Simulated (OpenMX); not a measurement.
Sc, 1 atom in the cell. Symmetry: I4/mmm, No. 139, tetragonal system. Conventional cell: a = 3.834 Å, b = 3.834 Å, c = 3.435 Å, α = 90.00°, β = 90.00°, γ = 90.00°. Sc (site symmetry 4/mmm) is surrounded by 10 Sc at 3.21 to 3.44 Å. This isn't the form of Sc at room conditions, which is hcp.

| Item | Value |
| --- | --- |
| Program | OpenMX 3.8.5 |
| Task | single point |
| Functional | LDA |
| Potentials or basis | OpenMX 2013 LDA set, Sc7.0-s3p2d2, grid cutoff 400 Ry |
| k mesh | 11 × 11 × 11 |
| Occupations | fermi-dirac, width 0.05 eV |
| Spin | no spin polarisation |
| Mixing scheme | rmm-diisk |
| SCF threshold | 1e-08 Ha |
| Solver | band |
| Max SCF cycles | 100 |

Potentials or basis: OpenMX 2013 LDA set, Sc7.0-s3p2d2, grid cutoff 400 Ry.

Run with:

```bash
$ python run.py > run.log
```

Hardware: 1 thread of Arm Neoverse V2 (shared host).

Question: How long does it take, and how much memory?

Answer: Run time: 22 s on 1 thread of Arm Neoverse V2 (shared host), peak memory 0.37 GiB. Counts: k points 666, basis 19, scf iterations 13.
